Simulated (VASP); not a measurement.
The system is MnO.

```
Mn O
1.0
     2.96949    0.00000    0.00000
    -1.48474    2.57165    0.00000
     0.00000    0.00000    2.89807
Mn O
1 1
Cartesian
  0.0000 0.0000 0.0000
  1.4847 0.8572 1.4490
```

Measurements of this composition are mostly on another form, of space group No. 225.

Base run:

* Program: VASP 6.6.1
* Functional: LDA
* Potentials or basis: VASP PAW LDA potentials, release 64 (Mn_pv, O)
* Cutoff: 520 eV
* k mesh: 7 × 7 × 7
* Occupations: gaussian, width 0.05 eV
* Spin: collinear spin, ferromagnetic start
* Starting moments: [4.0, 0.0] μB

Its results: band gap on the k mesh none (metal or under the smearing width); pressure -19.3 GPa; net moment 4.43 μB per cell; site moments Mn +4.01; O +0.17 μB.

The run is repeated on the same cell with these changes: hubbard terms from none to Mn d U = 6 eV. What comes out?

Band gap on the k mesh 0.49 eV, indirect (least direct gap 1.02 eV); pressure -4.6 GPa; net moment 5.00 μB per cell; site moments Mn +4.63; O +0.13 μB.

The U term pushes filled and empty states of the shell apart.

Caveats: a cell with one magnetic atom can't hold antiferromagnetic order, which such compounds often take; so large a pressure means that the cell lies far from this level's equilibrium, or that cutoff or potentials fall short (some runs); semilocal functionals often make such compounds metallic where correlation or magnetic order opens a gap, which also shifts bond lengths (some runs); an odd mesh through Γ misses points on the zone boundary, where band edges often lie (some runs).
